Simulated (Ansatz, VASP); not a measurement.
# Al36SeN35 (Se_N): VASP beside Ansatz

Wanted: the spread between two codes on one cell, functional and k mesh. The cell is taken from a series of runs on this material, whose earlier steps may have relaxed, scaled, displaced or heated it; both programs get it as it stands.

Main program and level: Ansatz 0.2.0; plane waves, with VASP 6.6.1 beside it; single point at r2SCAN.

### Step 1. Set-up

The cell holds 72 atoms: 36 Al, 35 N and 1 Se. Its edges and angles: a = 9.320 Å, b = 9.320 Å, c = 9.956 Å, α = 90.0°, β = 90.0°, γ = 120.0°. It derives from AlN (AlN (P6_3mc)). Nearest the centre at fractional (0.556, 0.444, 0.440): Se72 at 0.10 Å, Al30 at 2.21 Å, Al18 at 2.22 Å, Al14 at 2.22 Å, Al17 at 2.43 Å, Al19 at 3.09 Å, N64 at 3.14 Å, N68 at 3.14 Å.

As a file:

```
Al N Se
1.0
     9.31957    0.00000    0.00000
    -4.65978    8.07098    0.00000
     0.00000    0.00000    9.95648
Al N Se
36 35 1
Direct
  0.22194 0.11049 0.24831
  0.10967 0.22158 0.49975
  0.21695 0.10863 0.75252
  0.10915 0.22134 0.00139
  0.22202 0.44491 0.24841
  0.11029 0.55508 0.49933
  0.21697 0.44170 0.75249
  0.11054 0.55561 0.00119
  0.22149 0.77746 0.24942
  0.11032 0.88863 0.49937
  0.22155 0.77742 0.75056
  0.11056 0.88840 0.00116
  0.55405 0.11046 0.24840
  0.42482 0.18439 0.51361
  0.55726 0.10865 0.75248
  0.43971 0.21398 0.99239
  0.55489 0.44405 0.19671
  0.42505 0.57391 0.51366
  0.55485 0.44412 0.75118
  0.43976 0.55921 0.99242
  0.55407 0.77697 0.24841
  0.44387 0.88866 0.49933
  0.55727 0.78199 0.75249
  0.44336 0.88842 0.00120
  0.88817 0.11080 0.25080
  0.77735 0.22162 0.49974
  0.88818 0.11081 0.75022
  0.77764 0.22132 0.00140
  0.88850 0.44490 0.24840
  0.81456 0.57414 0.51360
  0.89033 0.44174 0.75247
  0.78498 0.55925 0.99239
  0.88845 0.77700 0.24831
  0.77739 0.88930 0.49975
  0.89034 0.78202 0.75252
  0.77763 0.88983 0.00138
  0.21736 0.10680 0.44007
  0.11093 0.22199 0.19180
  0.21770 0.10916 0.94026
  0.11034 0.22163 0.69007
  0.21746 0.44458 0.44018
  0.11075 0.55545 0.19091
  0.21770 0.44244 0.94024
  0.11077 0.55546 0.68966
  0.22130 0.77766 0.44101
  0.11071 0.88826 0.19080
  0.22134 0.77762 0.94070
  0.11078 0.88819 0.68968
  0.55427 0.10673 0.44020
  0.44058 0.21514 0.18103
  0.55651 0.10918 0.94022
  0.44175 0.21755 0.69827
  0.44069 0.55833 0.18111
  0.55464 0.44432 0.94565
  0.44185 0.55709 0.69822
  0.55439 0.78151 0.44018
  0.44352 0.88823 0.19091
  0.55650 0.78125 0.94023
  0.44351 0.88819 0.68966
  0.88798 0.11100 0.44087
  0.77701 0.22195 0.19186
  0.88800 0.11096 0.94092
  0.77733 0.22166 0.69004
  0.89223 0.44469 0.44018
  0.78382 0.55837 0.18102
  0.88977 0.44245 0.94022
  0.78141 0.55723 0.69825
  0.89214 0.78159 0.44006
  0.77700 0.88805 0.19179
  0.88979 0.78126 0.94026
  0.77733 0.88863 0.69007
  0.55478 0.44416 0.43052
```

### Step 2. Ansatz: single point, r2SCAN

Ansatz runs on its PAW soft_1 files.

With cell and atoms fixed, the geometry can't cause a difference; cores, projectors, grids and the points listed under the comparison can.

input.yaml

```yaml
crystal:
  checkpoint: "../qp1.relax.run"
  host: checkpoint
basis:
  ecutwfc: 500
  xc_grid: 2
hamiltonian:
  xc: r2scan
  pseudopotentials: { kind: paw, azcp: { folder: soft_1 } }
kpoints:
  mp_grid: { grid: [2, 2, 2], shift: [0.5, 0.5, 0.5] }
scf:
  occupations: { method: fermi_dirac, width: 0.01 }
  max_iter: 60
output:
  forces: true
  eigenvalues: true
  charged_corrections: { defect_position: [0.555556, 0.444444, 0.440398] }
checkpoint:
  read: "../qp1.relax.run"
  write: "../qp1.point_neutral.run"
  compress: false
  write_wavefunctions: false
  write_every: 100000
magnetization:
  spin_polarized: true
  initial_magnetization: 1
  spin_locking: { lock_magnetization: hard }
```

Launch:

```bash
> ansatz run input.yaml --threads 4 --pin off --max-ram 7536MiB --backend cpu --events-out ev --progress --plain --runs-dir out
```

Numbers of over 12 decimals in the logs are rounded to 6 here.

Log:

```text
Warning: This run holds its total moment fixed (magnetization.spin_locking.lock_magnetization: hard) and mixes its density by anderson or broyden (scf.mixing.algorithm, typed or taken by auto). Slabs with a fixed moment have converged under broyden above another state at the same moment, at the default mixing steps and at smaller ones, and under scf.lower_state_search: standard, light or off a state that such a mixer [...]
checkpoint.read: neither the saved density nor the saved orbitals are used: the state is of another total charge, and does not settle where this run's electrons and spins go. The run starts from its atoms. Which states do: the manual's quickstart, A charge series.
crystal.checkpoint: the structure is that of <dir>, a `relax` run, at its step 7: its result, under r2scan at a charge of 1 e; 72 atoms read, 0 with a starting moment; this deck's charge is 0 e; no density is read with it (checkpoint.read); crystal.structure_sha256 for this input is
Engine: ansatz 0.2.0, aarch64-unknown-linux-gnu
Pseudopotentials: kind: paw
Pseudopotential: Al, paw, valence charge 3, recommended cutoff 500 eV (meta_gga), soft_1/Al.paw.azcp
Pseudopotential: N, paw, valence charge 5, recommended cutoff 500 eV (meta_gga), soft_1/N.paw.azcp
Pseudopotential: Se, paw, valence charge 16, recommended cutoff 500 eV (meta_gga), soft_1/Se.paw.azcp
Functional definition: r2SCAN
  parameter k0 = 0.174
  parameter k1 = 0.065
  parameter a1 = 4.9479
  exchange = r2scan_x(k0 = k0, k1 = k1, a1 = a1)
  correlation = r2scan_c
Crystal: 72 atoms, lattice volume = 748.907 Å³
Basis set: ecut = 500 eV, 18913 PW (Γ), exchange–correlation on 144×144×150 points (8 copies of the dense FFT grid, shifted against one another)
Bands: 222, of which v1, the nominal top of the filled ones, is band 150 counted from 1 (149 counted from 0)
Symmetry: 1 space group operations
Space group: P1 (ITA 1), of the structure as read, at distance tolerance 9.1e-5 Å
Magnetic group: BNS 1.1 (UNI 1), of the structure as read, at distance tolerance 9.1e-5 Å
k-points: 4 of 8 (time reversal used)
Non-local potential: Al, projectors of the file, l = 0: 2, l = 1: 2, l = 2: 1
Non-local potential: N, projectors of the file, l = 0: 2, l = 1: 2, l = 2: 1
Non-local potential: Se, projectors of the file, l = 0: 2, l = 1: 2, l = 2: 3, l = 3: 1
PAW form: soft (Blöchl's): semilocal exchange-correlation on the pseudo side does not see the compensation charge
PAW frozen core: Al, regenerated for the run's functional (the file was generated under x = pbe(κ = 0.804, μ = 0.219515), c = pbe(β = 0.066725))
PAW frozen core: N, regenerated for the run's functional (the file was generated under x = pbe(κ = 0.804, μ = 0.219515), c = pbe(β = 0.066725))
PAW frozen core: Se, regenerated for the run's functional (the file was generated under x = pbe(κ = 0.804, μ = 0.219515), c = pbe(β = 0.066725))
PAW one-centre angular grid: Al, 302 points (default); XC on 160 Gauss nodes
PAW one-centre angular grid: N, 302 points (default); XC on 160 Gauss nodes
PAW one-centre angular grid: Se, 590 points (default); XC on 160 Gauss nodes
Initial density: superposition of atomic densities (chi_scale 0.1, normalization cell, long waves kept (reshape's long-wave potential 0.31 eV rms))
Starting moments: Σ|m| = 1 μB on 72 of 72 sites
Initial wavefunctions: pseudopotential atomic-orbital guess
Functional: x = r2scan, c = r2scan; τ floored in thin density (d = 2e-4 eV/Å³)
SCF iter   1: F=—  HF=-38548.043026 eV  |F-HF|=—  |Δ(HF+E_count)|=         —  Δρ=6.70e-2 (↑6.68e-2 ↓6.70e-2)  dr2=1.64e2  dr2_τ=4.84e0  dr2_m=5.82e-3  M=1.000 μB ∫|m|=1.000 μB  β_m=1.20  ethr=3.10e-3  ⟨swp⟩=6.0  Hψ=7518  notcnv=0  defer=340
preconditioner: auto → Resta (q_TF=auto, 2.341 Å⁻¹)  ε∞=3.3  [insulator: Δε(μ)=0.421 eV  Ē_g=15.157 eV  σ=0.010 eV  W_gap=1.00  n_scr=162 (ndim 8)  ℏωp=23.1 eV  f_vac=0.000  D(μ)=0.00/eV (n_scr^D=0)  ε∞_Penn≈3.3]
spin=Collinear: Resta preconditioning applied to the charge; magnetization (m = ρ↑ − ρ↓) channel mixes plain (no charge-response kernel on spin).
SCF iter   2: F=—  HF=-38515.435074 eV  |F-HF|=—  |Δ(HF+E_count)|=    3.26e1  Δρ=3.47e-2 (↑3.47e-2 ↓3.47e-2)  dr2=4.48e1  dr2_τ=3.70e-1  dr2_m=1.64e-3  M=1.000 μB ∫|m|=1.045 μB  β_m=1.20  ethr=3.10e-3  ⟨swp⟩=3.0  Hψ=3286  notcnv=0  defer=531  κ⁻¹=1.0e0(r=1)
[...]
atom  66  Al     0.06973672    -0.04132289    -0.20891642
  atom  67  N     -0.50348484     0.20727707    -0.39530785
  atom  68  N     -0.06806917     0.05525181    -0.18994217
  atom  69  Al     0.29197783    -0.11918171    -0.28604207
  atom  70  Al    -0.02196114    -0.01567718     0.01366600
  atom  71  N      0.00405232    -0.00552698     0.13273223
  atom  72  N     -0.07299754     0.06630195     0.10070803
  max |Σ_I F_I| component: 1.14e-2 eV/Å
--- Band table (eV; the first three rows and the last of 8) ---
  k-point 0 ↑: bands = [... 146 lower, 6.8867, 6.9653, 7.0284, 12.5456, 12.8734, 12.9487, 13.1222, 13.1850, ... 68 higher]
  k-point 1 ↑: bands = [... 146 lower, 6.8867, 6.9653, 7.0284, 12.5456, 12.8734, 12.9488, 13.1221, 13.1850, ... 68 higher]
  k-point 2 ↑: bands = [... 146 lower, 6.8363, 7.0342, 7.1321, 12.4172, 12.6975, 12.7717, 12.9471, 13.1955, ... 68 higher]
  k-point 3 ↓: bands = [... 146 lower, 6.8181, 7.0578, 7.1482, 12.6895, 12.9084, 13.1220, 13.1358, 13.3236, ... 68 higher]
```

### Step 3. VASP: single point, r2SCAN

The same cell, functional, mesh and smearing now go to VASP, with its own data sets.

Lines of VASP's logs that name or quote its potential files are left out, and so is its time.

INCAR

```
SYSTEM = Al36SeN35
PREC = Accurate
ENCUT = 580
EDIFF = 1E-06
NELM = 200
ISMEAR = -1
SIGMA = 0.01
LREAL = Auto
ALGO = Normal
METAGGA = R2SCAN
LASPH = .TRUE.
NBANDS = 200
ISPIN = 2
MAGMOM = 0 0 0 0 0 0 0 0 0 0 0 0 0 0.01 0 0 0 0 0.01 0 0 0 0 0 0 0 0 0 0 0.01 0 0 0 0 0 0 0.01 0.01 0 0 0 0 0 0.01 0.02 0 0 0.01 0.01 0 0 0.01 0 0.01 0 0 0 0 0.01 0.01 0.01 0 0 0.01 0 0 0.01 0.01 0.01 0 0 0
LORBIT = 11
LWAVE = .FALSE.
LCHARG = .FALSE.
ISIF = 2
ISYM = 0
NUPDOWN = 1
GGA_COMPAT = .FALSE.
LMIXTAU = .TRUE.
KPAR = 4
```

POSCAR

```
Al36SeN35
1.0
    9.3195655359      0.0000000860      0.0000000000
   -4.6597828424      8.0709804634      0.0000000000
    0.0000000000      0.0000000000      9.9564777190
Al N Se
36 35 1
Direct
    0.2219423925      0.1104869375      0.2483148335
    0.1096693810      0.2215794422      0.4997508821
    0.2169495551      0.1086319135      0.7525180313
    0.1091461751      0.2213383969      0.0013873252
    0.2220196697      0.4449127476      0.2484080206
    0.1102892852      0.5550839980      0.4993317857
    0.2169650984      0.4416951872      0.7524941678
    0.1105366096      0.5556052938      0.0011923094
    0.2214899142      0.7774595833      0.2494242736
    0.1103220799      0.8886287854      0.4993674765
    0.2215549013      0.7774198051      0.7505608093
    0.1105573130      0.8884042795      0.0011605434
    0.5540465943      0.1104595235      0.2484032307
    0.4248171735      0.1843874015      0.5136149757
    0.5572563081      0.1086468066      0.7524816921
    0.4397086900      0.2139794398      0.9923865141
    0.5548936150      0.4440507885      0.1967068192
    0.4250474435      0.5739094604      0.5136581508
    0.5548469396      0.4441204367      0.7511846502
    0.4397635944      0.5592093310      0.9924158337
    0.5540675983      0.7769676685      0.2484127137
    0.4438732583      0.8886593434      0.4993323815
    0.5572677556      0.7819915504      0.7524914717
    0.4433606133      0.8884167768      0.0011990233
    0.8881689116      0.1107994831      0.2508048807
    0.7773450202      0.2216231179      0.4997422303
    0.8881758143      0.1108082785      0.7502235378
    0.7776444873      0.2213183454      0.0014001962
    0.8885025297      0.4449004437      0.2484002868
    0.8145628559      0.5741445918      0.5136018536
    0.8903263209      0.4417387161      0.7524738746
    0.7849820830      0.5592504819      0.9923868086
    0.8884517570      0.7769984507      0.2483053563
    0.7773873316      0.8893020504      0.4997526727
    0.8903412017      0.7820228459      0.7525169570
    0.7776329071      0.8898267362      0.0013765908
    0.2173561723      0.1068000106      0.4400747410
    0.1109309042      0.2219858484      0.1917953001
    0.2176973808      0.1091567560      0.9402607761
    0.1103427414      0.2216283724      0.6900706847
    0.2174572246      0.4445753265      0.4401836442
    0.1107500508      0.5554499602      0.1909075454
    0.2176970753      0.4424420312      0.9402414935
    0.1107742603      0.5554616882      0.6896597351
    0.2212966849      0.7776642799      0.4410128527
    0.1107124661      0.8882568405      0.1907977340
    0.2213365761      0.7776155567      0.9406976035
    0.1107787409      0.8881908061      0.6896847978
    0.5542747361      0.1067261471      0.4401952774
    0.4405756042      0.2151405443      0.1810318909
    0.5565067218      0.1091814198      0.9402191467
    0.4417465444      0.2175543861      0.6982654807
    0.4406885198      0.5583298162      0.1811059720
    0.5546403405      0.4443163342      0.9456520562
    0.4418515992      0.5570900596      0.6982218163
    0.5543922293      0.7815114104      0.4401768568
    0.4435203038      0.8882301361      0.1909086387
    0.5565022231      0.7812492826      0.9402317253
    0.4435117328      0.8881939333      0.6896556616
    0.8879774527      0.1109967995      0.4408708046
    0.7770124585      0.2219489749      0.1918551351
    0.8880034833      0.1109560403      0.9409220143
    0.7773319112      0.2216604526      0.6900364890
    0.8922292992      0.4446923111      0.4401787947
    0.7838207929      0.5583717950      0.1810196761
    0.8897683154      0.4424540346      0.9402163363
    0.7814118650      0.5572320927      0.6982537127
    0.8921429090      0.7815867556      0.4400600024
    0.7769980114      0.8880478004      0.1917911340
    0.8897938923      0.7812587760      0.9402583621
    0.7773301323      0.8886253221      0.6900669447
    0.5547815931      0.4441600364      0.4305226727
```

KPOINTS

```
Points of the shifted mesh
8
Reciprocal
 0.2500000000  0.2500000000  0.2500000000 1
 0.2500000000  0.2500000000  0.7500000000 1
 0.2500000000  0.7500000000  0.2500000000 1
 0.2500000000  0.7500000000  0.7500000000 1
 0.7500000000  0.2500000000  0.2500000000 1
 0.7500000000  0.2500000000  0.7500000000 1
 0.7500000000  0.7500000000  0.2500000000 1
 0.7500000000  0.7500000000  0.7500000000 1
```

PAW data sets: Al, N and Se (PBE family, release 64).

Launch:

```bash
> mpirun -np 8 vasp_std
```

Log:

```text
[banner, memory and clock lines left out]
running    8 mpi-ranks, on    1 nodes
[...]
|                                                                             |
|           W    W    AA    RRRRR   N    N  II  N    N   GGGG   !!!           |
|           W    W   A  A   R    R  NN   N  II  NN   N  G    G  !!!           |
|           W    W  A    A  R    R  N N  N  II  N N  N  G       !!!           |
|           W WW W  AAAAAA  RRRRR   N  N N  II  N  N N  G  GGG   !            |
|           WW  WW  A    A  R   R   N   NN  II  N   NN  G    G                |
|           W    W  A    A  R    R  N    N  II  N    N   GGGG   !!!           |
|                                                                             |
|     For optimal performance we recommend to set                             |
|       NCORE = 2 up to number-of-cores-per-socket                            |
|     NCORE specifies how many cores store one orbital (NPAR=cpu/NCORE).      |
|     This setting can greatly improve the performance of VASP for DFT.       |
[...]
|                                                                             |
|     You enforced a specific xc type in the INCAR file but a different       |
|     [... a line on the potential file left out ...]
|     I HOPE YOU KNOW WHAT YOU ARE DOING!                                     |
|                                                                             |

 LDA part: xc-table for (None), standard interpolation
 POSCAR, INCAR and KPOINTS ok, starting setup
[...]
entering main loop
       N       E                     dE             d eps       ncg     rms          rms(c)
DAV:   1     0.115006708627E+04    0.11501E+04   -0.14792E+05  6400   0.148E+03
DAV:   2    -0.697220349231E+03   -0.18473E+04   -0.17634E+04  7968   0.296E+02
DAV:   3    -0.843153706631E+03   -0.14593E+03   -0.14456E+03  7816   0.894E+01
DAV:   4    -0.845466526085E+03   -0.23128E+01   -0.23032E+01  7664   0.117E+01
[...]
DAV:  25    -0.690119184296E+03   -0.95931E-05   -0.18136E-05  6920   0.124E-02    0.634E-03
DAV:  26    -0.690119186121E+03   -0.18248E-05   -0.22705E-06  4752   0.397E-03    0.723E-03
DAV:  27    -0.690119186261E+03   -0.14059E-06   -0.79216E-07  4352   0.258E-03
   1 F= -.69011919E+03 E0= -.69011917E+03  d E =-.418419E-04  mag=     1.0000
```

OUTCAR, selected parts (step 3):

```text
  FREE ENERGIE OF THE ION-ELECTRON SYSTEM (eV)
  ---------------------------------------------------
  free  energy   TOTEN  =      -690.1191862612 eV

  energy  without entropy=     -690.1191444192  energy(sigma->0) =     -690.11916534

 magnetization (x)
# of ion       s       p       d       tot
------------------------------------------
    1        0.001   0.001   0.000   0.002
    2        0.002   0.003   0.000   0.005
    3        0.002   0.001   0.000   0.003
    4        0.001   0.001   0.000   0.002
    5        0.001   0.001   0.000   0.001
    6        0.001   0.005   0.000   0.006
    7        0.002   0.001   0.000   0.003
    8        0.001   0.000   0.000   0.001
    9        0.002   0.001   0.000   0.002
   10        0.000   0.007   0.000   0.007
   11       -0.000   0.000   0.000   0.000
   12        0.001   0.000   0.000   0.001
   13        0.001   0.001   0.000   0.002
[...]
--------------------------------------------------
tot          0.188   0.132   0.001   0.320
```

The run ends at a pressure of 5.17 GPa, with forces up to 1.1 eV/Å.

### Step 4. Differences

Known differences besides the potentials themselves: VASP starts from the moments at which Ansatz ended; VASP keeps PBE cores, Ansatz makes them for the functional; the data sets hold 299 valence electrons in Ansatz (on its PAW soft_1 files) and 289 in VASP; the cutoff is 500 eV in Ansatz and 580 eV in VASP (PREC = Accurate, projectors in real space). Total energies have different zeros and are not compared.

Compared:

```tsv
quantity	Ansatz	VASP	difference
total moment, fixed by the input (μB)	1.00	1.00	0.00
```

Forces on 8 of the 72 atoms, those with the largest forces and the largest differences (eV/Å; atoms numbered as in POSCAR):

```tsv
atom	Ansatz x, y, z	VASP x, y, z
Al6	-0.485, 0.599, 0.164	-0.503, 0.614, 0.164
Al10	0.559, -0.328, 0.357	0.576, -0.341, 0.362
Al14	-0.008, -1.051, 0.248	-0.006, -1.067, 0.253
Al22	-0.758, 0.119, 0.162	-0.780, 0.129, 0.160
Al30	0.911, 0.534, 0.249	0.927, 0.542, 0.255
N45	0.302, -0.172, -0.663	0.309, -0.175, -0.680
N64	-0.024, -0.561, -0.341	-0.021, -0.581, -0.355
N68	-0.503, 0.207, -0.395	-0.518, 0.218, -0.410
```

The forces differ by 6.1 meV/Å r.m.s., which is 2.7 % of the r.m.s. force of 0.226 eV/Å (both taken over all components).

### Step 5. Summary of results

```
r.m.s. force difference (single point, r2SCAN) : 2.7 % of the r.m.s. force
```

In words: The r.m.s. force difference is 2.7 % of the r.m.s. force (single point, r2SCAN), within the 3 % picked in this series as the mark of a large difference. The data sets hold unlike numbers of valence electrons (299 in Ansatz and 289 in VASP), so part of the differences comes from the potentials. How closely two codes agree says nothing of how well the functional describes the real material.

[Lines on the potential files, build, host, timing and source positions are cut from VASP's logs without a mark.]

[Logs are printed without paths, hosts, clocks, repeated set-up lines and the standing remarks that a program may print on its own settings, such as how far it seeks lower states.]

[Hosts, paths, dates, database ids (printed as entryN), source tags and the programs' standing remarks are cut or masked in the printed files.]
